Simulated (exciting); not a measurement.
Runs of exciting (release sodium) on NaCl. The structure is cubic, space group Fm-3m (No. 225). The conventional cell has a = 5.588 Å, b = 5.588 Å, c = 5.588 Å, α = 90.00°, β = 90.00°, γ = 90.00°. Cl (site symmetry m-3m) is surrounded by 6 Na at 2.79 Å. Na (site symmetry m-3m) is surrounded by 6 Cl at 2.79 Å. The cell is a database's computed one.

| task | level | smearing | outputlevel | gap on the mesh (eV) |
| --- | --- | --- | --- | --- |
| single point | PBE | gaussian 0.014 eV | low | 5.24 |
| band structure | PBEsol | fermi-dirac 0.05 eV | normal | 5.05 |
| band structure | LDA | fermi-dirac 0.05 eV | low | (a) |
| band structure | BLYP | fermi-dirac 0.05 eV | normal | 5.24 |
| band structure | RPBE | fermi-dirac 0.05 eV | high | 5.59 |

Alike in all rows: potentials or basis all-electron LAPW+lo, shipped species files, valence relativity iora*; no spin polarisation; cell as given; k mesh 8 × 8 × 8; rgkmax 7.5.

Task: Estimate the missing entries.

Result: (a) 4.80.

A k mesh can miss the band edges.

Not every run made on this cell is shown here.
